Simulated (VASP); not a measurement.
KCl (Sylvite), 2 atoms in the cell. The structure is cubic, space group Fm-3m (No. 225). Conventional cell: a = 5.978 Å, b = 5.978 Å, c = 5.978 Å, α = 90.00°, β = 90.00°, γ = 90.00°. K (site symmetry m-3m) is surrounded by 6 Cl at 2.99 Å. Around Cl (site symmetry m-3m) lie 6 K at 2.99 Å. 

| Property | Result |
| --- | --- |
| Program | VASP 6.6.1 |
| Task | dielectric tensor |
| Functional | LDA |
| Potentials or basis | VASP PAW LDA potentials, release 64 (K_sv, Cl) |
| Cutoff | 600 eV |
| k mesh | 12 × 12 × 12 |
| Occupations | gaussian, width 0.03 eV |
| Spin | no spin polarisation |
| Monkhorst-Pack mesh | yes |
| Further INCAR settings | ALGO = Normal; EDIFF = 1e-08 |

Potentials or basis: VASP PAW LDA potentials, release 64 (K_sv, Cl).

Command:

```sh
$ cat potpaw_LDA.64/K_sv/POTCAR potpaw_LDA.64/Cl/POTCAR > POTCAR
$ mpirun -np 1 vasp_std > vasp.out
```

Hardware: 1 thread of Intel(R) Xeon(R) 6975P-C (Granite Rapids), with other jobs on the host.

**Question.** How long does it take, and how much memory?

**Answer.** Wall time 23 min on 1 thread of Intel(R) Xeon(R) 6975P-C (Granite Rapids) (shared host), peak memory 0.91 GiB. Counts: scf iterations 161, k points 182.
